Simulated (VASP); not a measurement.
## Te2Pt (Moncheite): single point with PBE

Te2Pt (Moncheite):

```
CELL_PARAMETERS angstrom
4.01000 0.00000 0.00000
-2.00500 3.47276 0.00000
0.00000 0.00000 5.20100
ATOMIC_POSITIONS crystal
Pt 0.00345 0.00833 0.00296
Te 0.67638 0.33636 0.75095
Te 0.32650 0.67186 0.24278
```

The cell isn't the ideal one: atoms moved at random, drawn with an rms of 0.05 Å.

```yaml
Program: VASP 6.6.1
Task: single point
Functional: PBE
Potentials_or_basis: VASP PAW PBE potentials, release 64 (Pt, Te)
Cutoff: 520 eV
k_mesh: 8 × 8 × 5
Occupations: fermi-dirac, width 0.05 eV
Spin: no spin polarisation
Further_INCAR_settings: ALGO = Normal; EDIFF = 1e-07; NBANDS = 18
```

```yaml
Pressure: 9.7 GPa
Largest_force: 1.524 eV/Å
Band_gap_on_the_k_mesh: none (metal or under the smearing width)
```

Forces on the atoms (eV/Å):
```
Pt  -0.017 -0.213 -0.394
Te  -0.282  0.143 -1.098
Te   0.299  0.070  1.493
```

Stress tensor (GPa, compression positive):
```
10.46 -0.86  1.43
-0.86 10.22 -0.21
 1.43 -0.21  8.52
```

Levels at points of the mesh, in eV from the Fermi level:
| k point | band 9 | band 10 | band 11 | band 12 | band 13 | band 14 |
| --- | --- | --- | --- | --- | --- | --- |
| (0.00, 0.00, 0.00) | -0.86 | -0.60 | 1.01 | 1.14 | 1.25 | 2.66 |
| (0.50, 0.00, 0.00) | -3.72 | -3.53 | -3.04 | 0.09 | 2.57 | 3.50 |
| (0.00, 0.50, 0.00) | -3.74 | -3.55 | -3.02 | 0.17 | 2.50 | 3.53 |
| (0.50, 0.50, 0.00) | -3.75 | -3.53 | -3.00 | 0.29 | 2.46 | 3.50 |

Wall time 120 s on 1 thread of Intel(R) Xeon(R) 6975P-C (Granite Rapids), on a shared host, peak memory 0.33 GiB.

The run has no spin-orbit coupling, so splittings on Pt, Te are missing.
